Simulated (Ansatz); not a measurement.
# Na: pressure up to the limit of the methods

An exercise on one series of results from a longer session: the logs are not shown, and one member is left open.

Computed with Ansatz 0.2.0 (DFT PBE, with the methods named in each step, unless a step's input says otherwise).

## Starting point

It takes space group P6_3/mmc (No. 194, hexagonal). The conventional cell has a = 3.749 Å, b = 3.749 Å, c = 6.074 Å, α = 90.00°, β = 90.00°, γ = 120.00°. Na (site symmetry -6m2) is surrounded by 12 Na at 3.73 to 3.75 Å.

As a file:

```cif
data_structure
_symmetry_space_group_name_H-M 'P6_3/mmc'
_symmetry_Int_Tables_number 194
_cell_length_a 3.7492
_cell_length_b 3.7492
_cell_length_c 6.0737
_cell_angle_alpha 90.000
_cell_angle_beta 90.000
_cell_angle_gamma 120.000
_cell_volume 73.94
loop_
_atom_site_label
_atom_site_type_symbol
_atom_site_symmetry_multiplicity
_atom_site_Wyckoff_symbol
_atom_site_fract_x
_atom_site_fract_y
_atom_site_fract_z
_atom_site_occupancy
Na1 Na 2 c 0.33333 0.66667 0.25000 1
```

The file gives the conventional cell by its symmetry; the runs use the cell typed in the input.

Whether this phase is the stable one at these pressures isn't tested.

Atoms are numbered in the order of the input: Na1, Na2.

Set-up of the first run:

The input, input.yaml:

```yaml
crystal:
  lattice:
    - [3.7491841152, 0.0, 0.0]
    - [-1.8745920576, 3.2468886872, 0.0]
    - [0.0, 0.0, 6.0736782667]
  atoms:
    - { symbol: Na, position: [0.3333333333, 0.6666666667, 0.25] }
    - { symbol: Na, position: [0.6666666667, 0.3333333333, 0.75] }
kpoints:
  mp_grid: { grid: [12, 12, 6] }
scf:
  occupations: { method: fermi_dirac, width: 0.05 }
hamiltonian:
  xc: pbe
  pseudopotentials: { kind: paw }
output:
  forces: true
  stress: true
relax:
  f_tol: 0.005
  max_steps: 40
  cell: {}
```

Command:

```
$ ansatz run input.yaml --threads 1 --pin off --max-ram 2048MiB --backend cpu --events-out ev --progress --plain --runs-dir out
```

Steps of the session up to this table: Cell relaxed at zero pressure, PAW; Volume scaled by 1, PAW; Shape and atoms relaxed at 0.9 of the volume, PAW; Volume scaled by 0.9, PAW; Shape and atoms relaxed at 0.8 of the volume, PAW; Volume scaled by 0.8, PAW; Shape and atoms relaxed at 0.7 of the volume, PAW; Volume scaled by 0.7, PAW; Volume scaled by 0.7, PAW (cutoff 1000 eV); Shape and atoms relaxed at 0.6 of the volume, PAW; Volume scaled by 0.6, PAW; Shape and atoms relaxed at 0.5 of the volume, PAW; Volume scaled by 0.5, PAW; Shape and atoms relaxed at 0.4 of the volume, PAW; Volume scaled by 0.4, PAW; Volume scaled by 0.4, PAW (level accurate).

One table of the session follows, with a row left open; its other results are not shown here.

| method | volume over the first | volume (Å³/atom) | pressure (GPa) |
| --- | --- | --- | --- |
| PAW | 1 | ? | ? |
| PAW | 0.9 | 33.371 | 0.98 |
| PAW | 0.8 | 29.663 | 2.59 |
| PAW | 0.7 | 25.955 | 5.32 |
| PAW | 0.6 | 22.248 | 10.18 |
| PAW | 0.5 | 18.540 | 19.51 |
| PAW | 0.4 | 14.832 | 39.55 |
| PAW (cutoff 1000 eV) | 0.7 | 25.955 | 5.32 |
| PAW (level accurate) | 0.4 | 14.832 | 39.51 |

**Question.** Estimate the row for PAW, 1.

As computed: volume (Å³/atom): 37.079; pressure (GPa): -0.01. In the column «volume (Å³/atom)» it is the highest.
